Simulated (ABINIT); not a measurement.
Crystal: CsSnI3.

```xyz
5
Lattice="6.2057 0.0000 0.0000 0.0000 6.2057 0.0000 0.0000 0.0000 6.2057" Properties=species:S:1:pos:R:3 pbc="T T T"
Cs    0.0000    0.0000    0.0000
I     3.1029    3.1029    0.0000
I     3.1029    0.0000    3.1029
I     0.0000    3.1029    3.1029
Sn    3.1029    3.1029    3.1029
```

Base run:

* Program: ABINIT 10.8.3 (patched build)
* Functional: LDA
* Potentials or basis: JTH PAW LDA v2.0
* Cutoff: 544 eV
* k mesh: 3 × 3 × 3
* Occupations: fermi-dirac, width 0.05 eV
* Spin: no spin polarisation

Its results: band gap on the k mesh 3.09 eV, direct.

**Question.** The run is repeated on the same cell with these changes: k mesh from 3 × 3 × 3 to 6 × 6 × 6. What comes out?

**Answer.** Band gap on the k mesh 0.27 eV, direct.

Caveats: spin-orbit coupling is left out, which moves the levels of the heavy elements; the cell was measured hot, at 500 K; an odd mesh through Γ misses points on the zone boundary, where band edges often lie (some runs).
